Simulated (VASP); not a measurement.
# What goes wrong when the modes of C (Diamond) are computed with a bad input, part 2 of 3

Aim: see how common mistakes in a phonon run show up, on C (Diamond). The starting structure is a measured crystal structure from the Crystallography Open Database.

VASP 6.6.1.

Results so far: reference T2g 1321.5 cm⁻¹.

### Step 3. Modes with finite displacements, else as the reference

Level of this step: LDA; plane waves and PAW (C) (VASP).

Against step 2 the input has IBRION = 6, NFREE = 2, POTIM = 0.015, no LEPSILON and no LPEAD (also changed: NSW).

File INCAR:

```
SYSTEM = C
PREC = Accurate
ENCUT = 520
EDIFF = 1E-08
NELM = 100
ISMEAR = 0
SIGMA = 0.03
LREAL = .FALSE.
ALGO = Normal
GGA = CA
NBANDS = 10
LORBIT = 11
LWAVE = .FALSE.
LCHARG = .FALSE.
KPAR = 8
IBRION = 6
NFREE = 2
POTIM = 0.015
NSW = 1
ISIF = 2
```

File POSCAR:

```
C
1.0
    0.0000000000      1.7679029686      1.7679029686
    1.7679029686      0.0000000000      1.7679029686
    1.7679029686      1.7679029686      0.0000000000
C
2
Direct
    0.7500000000      0.7500000000      0.7500000000
    0.5000000000      0.5000000000      0.5000000000
```

File KPOINTS:

```
Automatic mesh
0
Gamma
14 14 14
0 0 0
```

PAW data sets: C (LDA family, release 64).

Launch:

```
> mpirun -np 8 vasp_std
```

Output:

```text
[banner, memory and clock lines left out]
running    8 mpi-ranks, on    1 nodes
[...]
[... a notice as in an earlier step ...]

 LDA part: xc-table for (Slater(with rela. corr.)+CA(PZ))
 , standard interpolation
 POSCAR, INCAR and KPOINTS ok, starting setup
[...]
entering main loop
       N       E                     dE             d eps       ncg     rms          rms(c)
[... 12 cycles as in an earlier step ...]
   1 F= -.20245491E+02 E0= -.20245491E+02  d E =-.211948E-14
 Found     1 degrees of freedom:
 Finite differences POTIM= 0.01500 DOF=   1
[...]
N       E                     dE             d eps       ncg     rms          rms(c)
DAV:   1    -0.202413017699E+02    0.41893E-02   -0.51423E-01  8560   0.572E+00    0.133E-01
DAV:   2    -0.202412944140E+02    0.73559E-05   -0.27885E-03  9830   0.510E-01    0.779E-02
DAV:   3    -0.202411554626E+02    0.13895E-03   -0.31210E-04  9596   0.139E-01    0.878E-03
DAV:   4    -0.202411546256E+02    0.83700E-06   -0.14096E-05  9602   0.354E-02    0.540E-03
DAV:   5    -0.202411535637E+02    0.10619E-05   -0.25329E-06  9176   0.113E-02    0.385E-04
DAV:   6    -0.202411535717E+02   -0.79826E-08   -0.11075E-07  9580   0.294E-03    0.239E-04
DAV:   7    -0.202411535710E+02    0.65802E-09   -0.15169E-09  4782   0.306E-04
   2 F= -.20241154E+02 E0= -.20241154E+02  d E =-.226008E-37
 Finite differences progress:
  Degree of freedom:   1/  1
  Displacement:        1/  2
  Total:               1/  2
[...]
N       E                     dE             d eps       ncg     rms          rms(c)
DAV:   1    -0.202422351712E+02   -0.10816E-02   -0.12332E+00  8626   0.829E+00    0.264E-01
DAV:   2    -0.202417090671E+02    0.52610E-03   -0.65772E-03  9536   0.747E-01    0.154E-01
DAV:   3    -0.202411614711E+02    0.54760E-03   -0.12611E-03  9506   0.278E-01    0.175E-02
DAV:   4    -0.202411571640E+02    0.43071E-05   -0.54991E-05  9558   0.688E-02    0.104E-02
DAV:   5    -0.202411535264E+02    0.36376E-05   -0.89117E-06  9334   0.212E-02    0.917E-04
DAV:   6    -0.202411535583E+02   -0.31970E-07   -0.39251E-07  9648   0.557E-03    0.446E-04
DAV:   7    -0.202411535570E+02    0.13637E-08   -0.63620E-09  5880   0.601E-04
   3 F= -.20241154E+02 E0= -.20241154E+02  d E =-.226581E-37
 Finite differences progress:
  Degree of freedom:   1/  1
  Displacement:        2/  2
  Total:               2/  2
```

Wall time 5.2 s (8 MPI ranks of Intel Xeon 6975P-C (Granite Rapids), shared host); peak memory 1.3 GiB.

From OUTCAR (step 3):

```text
  Total        0.0028552      0.0073969      0.0073969      0.0000000      0.0633169      0.0000000
  in kB        0.4139445      1.0723902      1.0723902      0.0000000      9.1796285      0.0000000
  external PRESSURE =       0.8529083 kB  Pullay stress =       0.0000000 kB

 POSITION                                       TOTAL-FORCE (eV/Angst)
 -----------------------------------------------------------------------------------
      2.63685      2.65185      2.65185         0.578206      0.000000      0.000000
      1.76790      1.76790      1.76790        -0.578206      0.000000      0.000000
 -----------------------------------------------------------------------------------
    total drift:                                0.000010     -0.000001     -0.000001

  FREE ENERGIE OF THE ION-ELECTRON SYSTEM (eV)
  ---------------------------------------------------
  free  energy   TOTEN  =       -20.2411535570 eV

  energy  without entropy=      -20.2411535570  energy(sigma->0) =      -20.24115356

[... 2 parts as in an earlier step ...]

[... 1 further part left out ...]
[key lines of the parts left out:]
E-fermi :  10.6038
```

The last energy, forces and stress in OUTCAR belong to the last displaced cell, not to that of POSCAR.

With finite displacements, else as the reference the mode is T2g 1321.2 cm⁻¹, -0.3 cm⁻¹ from the reference.

### Step 4. Modes with perturbation theory asked for with a meta-GGA

A slip made on purpose: perturbation theory asked for with a meta-GGA. Against step 2 the input has METAGGA = R2SCAN, LASPH = .TRUE. and no GGA (also changed: NELM).

File INCAR:

```
SYSTEM = C
PREC = Accurate
ENCUT = 520
EDIFF = 1E-08
NELM = 60
ISMEAR = 0
SIGMA = 0.03
LREAL = .FALSE.
ALGO = Normal
NBANDS = 10
LORBIT = 11
LWAVE = .FALSE.
LCHARG = .FALSE.
KPAR = 8
IBRION = 8
LEPSILON = .TRUE.
LPEAD = .TRUE.
ISIF = 2
METAGGA = R2SCAN
LASPH = .TRUE.
```

POSCAR is that of step 3.

KPOINTS is that of step 3.

Launch:

```
> mpirun -np 8 vasp_std
```

Output:

```text
[banner, memory and clock lines left out]
running    8 mpi-ranks, on    1 nodes
[...]
[... a notice as in an earlier step ...]

|                                                                             |
|               ----> ADVICE to this user running VASP <----                  |
|                                                                             |
|     You enforced a specific xc type in the INCAR file but a different       |
|     [... a line on the potential file left out ...]
|     I HOPE YOU KNOW WHAT YOU ARE DOING!                                     |
|                                                                             |

 LDA part: xc-table for (None), standard interpolation
 POSCAR, INCAR and KPOINTS ok, starting setup
[...]
entering main loop
       N       E                     dE             d eps       ncg     rms          rms(c)
DAV:   1    -0.210301315206E+02   -0.21030E+02   -0.49191E+03  2232   0.788E+02
DAV:   2    -0.396563031314E+02   -0.18626E+02   -0.18145E+02  2786   0.131E+02
[...]
1 F= -.37609239E+02 E0= -.37609239E+02  d E =-.511547E-39
|                                                                             |
|     EEEEEEE  RRRRRR   RRRRRR   OOOOOOO  RRRRRR      ###     ###     ###     |
|     E        R     R  R     R  O     O  R     R     ###     ###     ###     |
|     E        R     R  R     R  O     O  R     R     ###     ###     ###     |
|     EEEEE    RRRRRR   RRRRRR   O     O  RRRRRR       #       #       #      |
|     E        R   R    R   R    O     O  R   R                               |
|     E        R    R   R    R   O     O  R    R      ###     ###     ###     |
|     EEEEEEE  R     R  R     R  OOOOOOO  R     R     ###     ###     ###     |
|                                                                             |
|     You have switched on METAGGA and linear-response routines. This         |
|     combination is currently not supported. If you have selected            |
|     LEPSILON=.TRUE., you can try using LCALCEPS=.TRUE. instead. In all      |
|     other cases, VASP will stop. SOOO sorry...                              |
|                                                                             |
|       ---->  I REFUSE TO CONTINUE WITH THIS SICK JOB ... BYE!!! <----       |
|                                                                             |

1
1
1
1
1
1
1
1
```

Run time: 10 s. Hardware: 8 MPI ranks.

VASP stopped with this message: “You have switched on METAGGA and linear-response routines. This combination is currently not supported. If you have selected LEPSILON=.TRUE., you can try using LCALCEPS=.TRUE. instead”.

### Step 5. Modes with a loose electronic threshold

A slip made on purpose: a loose electronic threshold. Against step 2 the input has EDIFF = 1E-04, IBRION = 6, NFREE = 2, POTIM = 0.015, no LEPSILON and no LPEAD (also changed: NELM and NSW).

File INCAR:

```
SYSTEM = C
PREC = Accurate
ENCUT = 520
EDIFF = 1E-04
NELM = 60
ISMEAR = 0
SIGMA = 0.03
LREAL = .FALSE.
ALGO = Normal
GGA = CA
NBANDS = 10
LORBIT = 11
LWAVE = .FALSE.
LCHARG = .FALSE.
KPAR = 8
IBRION = 6
NFREE = 2
POTIM = 0.015
NSW = 1
ISIF = 2
```

POSCAR is that of step 4.

KPOINTS is that of step 4.

Launch:

```
> mpirun -np 8 vasp_std
```

Output:

```text
[... set-up lines as in an earlier step ...]
 entering main loop
       N       E                     dE             d eps       ncg     rms          rms(c)
[... 8 cycles as in an earlier step ...]
DAV:   9    -0.202454896924E+02    0.11784E-04   -0.32604E-05  1668   0.482E-02
   1 F= -.20245490E+02 E0= -.20245490E+02  d E =-.188171E-14
 Found     1 degrees of freedom:
 Finite differences POTIM= 0.01500 DOF=   1
[...]
N       E                     dE             d eps       ncg     rms          rms(c)
DAV:   1    -0.202413021605E+02    0.41993E-02   -0.51425E-01  8560   0.572E+00    0.133E-01
DAV:   2    -0.202412944093E+02    0.77512E-05   -0.27861E-03  9826   0.510E-01    0.779E-02
DAV:   3    -0.202411554416E+02    0.13897E-03   -0.31176E-04  9332   0.139E-01    0.878E-03
DAV:   4    -0.202411545918E+02    0.84982E-06   -0.13964E-05  4506   0.356E-02
   2 F= -.20241155E+02 E0= -.20241155E+02  d E =-.181665E-37
 Finite differences progress:
  Degree of freedom:   1/  1
  Displacement:        1/  2
  Total:               1/  2
[...]
N       E                     dE             d eps       ncg     rms          rms(c)
DAV:   1    -0.202422308358E+02   -0.10754E-02   -0.12334E+00  8618   0.829E+00    0.264E-01
DAV:   2    -0.202417072873E+02    0.52355E-03   -0.65669E-03  9520   0.747E-01    0.154E-01
DAV:   3    -0.202411614420E+02    0.54585E-03   -0.12570E-03  9496   0.277E-01    0.175E-02
DAV:   4    -0.202411570224E+02    0.44196E-05   -0.53560E-05  4788   0.687E-02
   3 F= -.20241157E+02 E0= -.20241157E+02  d E =-.163964E-37
 Finite differences progress:
  Degree of freedom:   1/  1
  Displacement:        2/  2
  Total:               2/  2
```

The job ended after 3.6 s (8 MPI ranks; peak memory 1.3 GiB).

OUTCAR, selected parts (step 5):

```text
  Total        0.0025030      0.0072465      0.0072465      0.0000000      0.0689845      0.0000000
  in kB        0.3628811      1.0505956      1.0505956      0.0000000     10.0013142      0.0000000
  external PRESSURE =       0.8213575 kB  Pullay stress =       0.0000000 kB

 POSITION                                       TOTAL-FORCE (eV/Angst)
 -----------------------------------------------------------------------------------
      2.63685      2.65185      2.65185         0.580136      0.000000      0.000000
      1.76790      1.76790      1.76790        -0.580136      0.000000      0.000000
 -----------------------------------------------------------------------------------
    total drift:                                0.017762     -0.000000     -0.000000

  FREE ENERGIE OF THE ION-ELECTRON SYSTEM (eV)
  ---------------------------------------------------
  free  energy   TOTEN  =       -20.2411570224 eV

  energy  without entropy=      -20.2411570224  energy(sigma->0) =      -20.24115702

[... 2 parts as in an earlier step ...]

[... 1 further part left out ...]
[key lines of the parts left out:]
E-fermi :  10.6039
```

With a loose electronic threshold the mode is T2g 1322.9 cm⁻¹, +1.7 cm⁻¹ from finite displacements, else as the reference.

### Step 6. Modes with low precision and real-space projectors

A slip made on purpose: low precision and real-space projectors. Against step 2 the input has PREC = Low, LREAL = Auto, IBRION = 6, NFREE = 2, POTIM = 0.015, no LEPSILON and no LPEAD (also changed: NELM and NSW).

INCAR, as its differences from that of step 5:

```diff
@@ -1,5 +1,5 @@
 SYSTEM = C
-PREC = Accurate
+PREC = Low
 ENCUT = 520
-EDIFF = 1E-04
+EDIFF = 1E-08
 NELM = 60
@@ -7,3 +7,3 @@
 SIGMA = 0.03
-LREAL = .FALSE.
+LREAL = Auto
 ALGO = Normal
```

POSCAR is that of step 5.

KPOINTS is that of step 5.

Launch:

```
> mpirun -np 8 vasp_std
```

Output:

```text
[banner, memory and clock lines left out]
running    8 mpi-ranks, on    1 nodes
[...]
[... a notice as in an earlier step ...]

|                                                                             |
|               ----> ADVICE to this user running VASP <----                  |
|                                                                             |
|     You have a (more or less) 'small supercell' and for smaller cells       |
|     it is recommended to use the reciprocal-space projection scheme!        |
|     The real-space optimization is not efficient for small cells and it     |
|     is also less accurate ...                                               |
|     Therefore, set LREAL=.FALSE. in the INCAR file.                         |
|                                                                             |

 LDA part: xc-table for (Slater(with rela. corr.)+CA(PZ))
 , standard interpolation
 POSCAR, INCAR and KPOINTS ok, starting setup
[...]
entering main loop
[...]
DAV:   6    -0.202445575191E+02   -0.66719E-08   -0.11104E-07  9576   0.294E-03    0.237E-04
DAV:   7    -0.202445575176E+02    0.15320E-08   -0.15069E-09  4780   0.306E-04
   2 F= -.20244558E+02 E0= -.20244558E+02  d E =-.187012E-37
 Finite differences progress:
  Degree of freedom:   1/  1
  Displacement:        1/  2
  Total:               1/  2
[...]
N       E                     dE             d eps       ncg     rms          rms(c)
DAV:   1    -0.202456457885E+02   -0.10883E-02   -0.12332E+00  8626   0.829E+00    0.263E-01
DAV:   2    -0.202451179706E+02    0.52782E-03   -0.65822E-03  9536   0.748E-01    0.154E-01
DAV:   3    -0.202445693926E+02    0.54858E-03   -0.12635E-03  9504   0.278E-01    0.175E-02
DAV:   4    -0.202445650532E+02    0.43394E-05   -0.55108E-05  9556   0.689E-02    0.103E-02
DAV:   5    -0.202445613693E+02    0.36839E-05   -0.89173E-06  9344   0.212E-02    0.925E-04
DAV:   6    -0.202445613999E+02   -0.30592E-07   -0.39310E-07  9646   0.557E-03    0.445E-04
DAV:   7    -0.202445613970E+02    0.29290E-08   -0.63193E-09  5868   0.601E-04
   3 F= -.20244561E+02 E0= -.20244561E+02  d E =-.218685E-37
 Finite differences progress:
  Degree of freedom:   1/  1
  Displacement:        2/  2
  Total:               2/  2
```

Elapsed: 2.6 s, on 8 MPI ranks; peak memory 1.1 GiB; 16 s of CPU time.

From OUTCAR (step 6):

```text
  Total       -0.3117278     -0.1660324     -0.1660324      0.0000000      0.0610733      0.0000000
  in kB      -45.1940118    -24.0712296    -24.0712296      0.0000000      8.8543487      0.0000000
  external PRESSURE =     -31.1121570 kB  Pullay stress =       0.0000000 kB

 POSITION                                       TOTAL-FORCE (eV/Angst)
 -----------------------------------------------------------------------------------
      2.63685      2.65185      2.65185         0.494279      0.000000      0.000000
      1.76790      1.76790      1.76790        -0.494279     -0.000000     -0.000000
 -----------------------------------------------------------------------------------
    total drift:                                0.000018      0.000027      0.000019

  FREE ENERGIE OF THE ION-ELECTRON SYSTEM (eV)
  ---------------------------------------------------
  free  energy   TOTEN  =       -20.2445613970 eV

  energy  without entropy=      -20.2445613970  energy(sigma->0) =      -20.24456140

[... 2 parts as in an earlier step ...]

[... 1 further part left out ...]
[key lines of the parts left out:]
E-fermi :  10.6042
```

With low precision and real-space projectors the mode is T2g 1221.7 cm⁻¹, -99.5 cm⁻¹ from finite displacements, else as the reference.

(Continued in part 3 of 3.)

[Lines on the potential files, build, host, timing and source positions are cut from VASP's logs without a mark.]

[Logs are printed without paths, hosts, clocks, repeated set-up lines and the standing remarks that a program may print on its own settings, such as how far it seeks lower states.]

[Hosts, paths, dates, database ids (printed as entryN), source tags and the programs' standing remarks are cut or masked in the printed files.]
